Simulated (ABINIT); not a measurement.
GaN:

```xyz
4
Lattice="3.1800 0.0000 0.0000 -1.5900 2.7540 0.0000 0.0000 0.0000 5.1660" Properties=species:S:1:pos:R:3 pbc="T T T"
Ga    1.5900    0.9180    2.5830
Ga    0.0000    1.8360    0.0000
N     1.5900    0.9180    4.5203
N     0.0000    1.8360    1.9373
```

- Program: ABINIT 10.8.3 (patched build)
- Task: single point
- Functional: PBE
- Potentials or basis: JTH PAW PBE v2.0
- Cutoff: 707 eV
- k mesh: 10 × 10 × 5
- Occupations: fermi-dirac, width 0.05 eV
- Spin: no spin polarisation

On this cell: pressure 7.8 GPa; largest force 0.138 eV/Å; band gap on the k mesh 1.96 eV, direct.

The same run follows on a disturbed copy (atoms moved at random, drawn with an rms of 0.05 Å):

```xyz
4
Lattice="3.1800 0.0000 0.0000 -1.5900 2.7540 0.0000 0.0000 0.0000 5.1660" Properties=species:S:1:pos:R:3 pbc="T T T"
Ga    1.6188    0.9301    2.5776
Ga    0.0354    1.8444    0.0547
N     1.5867    0.9433    4.5264
N     0.0246    1.7981    1.9332
```

What changes?

The energy moves by +18.1 meV/atom; pressure 8.4 GPa; largest force 1.547 eV/Å; band gap on the k mesh 1.85 eV, direct.

Forces on the atoms (eV/Å):
```
Ga  -0.087 -0.537  0.503
Ga  -0.459  0.186 -1.466
N    0.500 -0.261  0.203
N    0.046  0.612  0.760
```

Stress tensor (GPa, compression positive):
```
 8.78 -1.05 -0.96
-1.05  4.24 -0.67
-0.96 -0.67 12.05
```

